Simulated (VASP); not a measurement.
InPd:

```
CELL_PARAMETERS angstrom
3.27188 0.00000 0.00000
0.00000 3.27188 0.00000
0.00000 0.00000 3.27188
ATOMIC_POSITIONS crystal
In 0.00000 0.00000 0.00000
Pd 0.50000 0.50000 0.50000
```

The cell comes from a database or a generator and needn't be the stable form of this composition.

| Property | Result |
| --- | --- |
| Program | VASP 6.6.1 |
| Task | relaxation of cell and atoms |
| Functional | AM05 |
| Potentials or basis | VASP PAW PBE potentials, release 64 (In_d, Pd) |
| Cutoff | 600 eV |
| k mesh | 8 × 8 × 8 |
| Occupations | fermi-dirac, width 0.05 eV |
| Spin | no spin polarisation |

At the start: pressure -3.1 GPa; volume 17.51 Å³/atom.

Task: Where does the relaxation end?

Result: Over 3 steps the energy falls by 4.3 meV/atom and the volume is 17.09 Å³/atom (-2.4 %); space group Pm-3m (No. 221, to 0.05 Å).

The path:
```
step  energy change (eV)  largest force (eV/Å)  pressure (GPa)  volume (Å³)
   1              0.0000                0.0000           -3.13        35.03
   2              0.0013                0.0000            3.79        33.32
   3             -0.0086                0.0000           -0.03        34.18
```

Final structure:
```
In Pd
1.0
     3.24532    0.00000    0.00000
     0.00000    3.24532    0.00000
     0.00000    0.00000    3.24532
In Pd
1 1
Direct
  0.00000 0.00000 0.00000
  0.50000 0.50000 0.50000
```

Caveat: the PAW data sets were made with another functional, which shifts forces and pressure a little.
